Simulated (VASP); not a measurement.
Here is a VASP 6.6.1 calculation.

POSCAR

```
Al
1.0
    8.5913470000      0.0000000000      0.0000000000
    4.2956740000      7.4403250000      0.0000000000
    0.0000000000      0.0000000000     16.6765370000
Al
27
Direct
    0.1111123195      0.1111107378      0.0599644878
    0.4444477091      0.1111107378      0.0599644878
    0.7777830988      0.1111107378      0.0599644878
    0.1111138883      0.4444429511      0.0599644878
    0.4444492779      0.4444429511      0.0599644878
    0.7777730280      0.4444429511      0.0599644878
    0.1111154570      0.7777751644      0.0599644878
    0.4444508467      0.7777751644      0.0599644878
    0.7777745968      0.7777751644      0.0599644878
   -0.0868380185      0.2159045472      0.1856200721
    0.2303442709      0.2050044857      0.2004372970
    0.5840467472      0.2352719807      0.1985124370
   -0.1142883997      0.5526237093      0.2003953219
    0.2066963805      0.5576772520      0.1889720870
    0.5411352854      0.5564945080      0.2065296890
   -0.1012940463      0.8960764483      0.1958739995
    0.2217297296      0.8822464072      0.2040111805
    0.5367733345      0.8801631649      0.1981286642
   -0.0152923678      0.0161283277      0.3355792632
    0.3340239593      0.0168272219      0.3377139990
    0.6728804573      0.0134671537      0.3379898357
    0.0096131501      0.3056586910      0.3286953400
    0.3242798185      0.3362218720      0.3119052835
    0.6966737025      0.3266389573      0.3420554279
   -0.0032087222      0.6503210545      0.3358910786
    0.3229032295      0.6471222695      0.3500546906
    0.6714682066      0.6724168635      0.3336843854
```

The input INCAR.step1:

```
SYSTEM = Al
ALGO     = Normal         ! electronic algorithm
EDIFF    = 1E-4           ! SCF threshold, eV
ENCUT    = 520            ! plane-wave cutoff, eV
GGA      = PE             ! functional
ISMEAR   = -1             ! smearing method
LASPH    = .True.         ! aspherical terms in the spheres
LCHARG   = .False.        ! write CHGCAR
LREAL    = Auto         
LWAVE    = .True.         ! write WAVECAR
NBANDS   = 60             ! bands
NELM     = 100            ! most SCF steps
PREC     = Accurate       ! precision mode
SIGMA    = 0.15           ! smearing width, eV
```

INCAR.step2

```
SYSTEM = Al
ALGO     = Normal         ! electronic algorithm
EDIFF    = 1E-6           ! SCF threshold, eV
ENCUT    = 520            ! plane-wave cutoff, eV
ISIF     = 2              ! what is computed and relaxed
ISMEAR   = -1             ! smearing method
ISTART   = 1            
IVDW     = 12             ! dispersion correction
LASPH    = .True.         ! aspherical terms in the spheres
LCHARG   = .True.         ! write CHGCAR
LELF     = .True.         ! ELF
LMIXTAU  = .True.       
LREAL    = Auto         
LVHAR    = .True.       
LWAVE    = .False.        ! write WAVECAR
METAGGA  = R2SCAN         ! meta-GGA
NBANDS   = 60             ! bands
NELM     = 100            ! most SCF steps
PREC     = Accurate       ! precision mode
SIGMA    = 0.15           ! smearing width, eV
VDW_A1   = 0.49484001   
VDW_A2   = 5.73083694   
VDW_S6   = 1.0          
VDW_S8   = 0.78981345
```

The input KPOINTS:

```
k-points
0
Gamma
  2 2 1
  0 0 0
```

Potentials or basis: VASP PAW PBE potentials, release 64 (Al).

Command:

```bash
$ cat potpaw_PBE.64/Al/POTCAR > POTCAR
$ cp INCAR.step1 INCAR
$ mpirun -np 1 vasp_std > vasp.out
$ cp INCAR.step2 INCAR
$ mpirun -np 1 vasp_std > vasp.out
```

What does it give for the largest force?

1.678 eV/Å.

What does it give for the band gap on the k mesh?

None (metal or under the smearing width).

Predict the dispersion energy per atom.

-0.098 eV.

Forces in eV/Å, atoms in the order of the input:
```
Al   0.376 -0.221 -0.514
Al   0.089 -0.060  0.252
Al  -0.067 -0.054 -0.246
Al  -0.261 -0.150 -0.209
Al   0.112 -0.053  0.010
Al   0.016  0.174 -0.023
Al   0.019  0.169 -0.213
Al  -0.150 -0.076  0.039
Al  -0.009  0.074  0.218
Al  -0.564  0.349  0.941
Al   0.034  0.106 -1.301
Al  -0.692 -0.646 -0.044
Al  -0.094  0.140 -0.398
Al   0.396  0.094  0.451
Al   0.264  0.212 -0.171
Al  -0.715 -0.207  0.343
Al  -0.084 -0.253  0.062
Al   0.975  0.153 -0.112
Al   0.380 -1.271 -0.145
Al   0.083 -0.763  0.250
Al  -0.432 -0.129 -0.411
Al   0.555  1.025  0.305
Al   0.560 -0.070  1.580
Al  -0.922  0.843 -0.359
Al   0.105  0.294 -0.089
Al   0.297  0.376 -0.536
Al  -0.272 -0.056  0.320
```

Caveat: the k mesh is coarse (spacing up to 0.42 Å⁻¹), so the values aren't converged; the PAW data sets were made with another functional, which shifts forces and pressure a little.
